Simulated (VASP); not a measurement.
KBr: single point with HSE(alpha, omega)

Crystal: KBr.

```
Br K
1.0
     0.00000    3.30000    3.30000
     3.30000    0.00000    3.30000
     3.30000    3.30000    0.00000
Br K
1 1
Direct
  0.50000 0.50000 0.50000
  0.00000 0.00000 0.00000
```

```json
{
  "Program": "VASP 6.6.1",
  "Task": "single point",
  "Functional": "HSE(alpha, omega)",
  "Potentials or basis": "VASP PAW PBE potentials, release 64 (Br, K_sv)",
  "Cutoff": "520 eV",
  "k mesh": "4 × 4 × 4",
  "Occupations": "fermi-dirac, width 0.05 eV",
  "Spin": "no spin polarisation"
}
```

The pressure is 0.5 GPa. The band gap on the k mesh is 5.62 eV, direct.

Levels at points of the mesh, in eV from the valence-band top:
```
           k point  band 4  band 5  band 6  band 7  band 8  band 9  band 10  band 11  band 12  band 13
(0.00, 0.00, 0.00)  -12.09  -12.09    0.00    0.00    0.00    5.62     8.99     8.99     8.99     9.94
(0.50, 0.00, 0.00)  -12.10  -11.83   -1.23   -0.34   -0.34    7.77     9.62    11.40    11.40    11.41
(0.50, 0.50, 0.00)  -12.13  -12.13   -0.87   -0.31   -0.31    7.09     8.51    10.80    11.00    11.34
```

It took 3.1 min on 1 thread of Intel(R) Xeon(R) Platinum 8488C (Sapphire Rapids), with other jobs on the host, peak memory 0.31 GiB.

Caveat: the PAW data sets were made with another functional, which shifts forces and pressure a little.
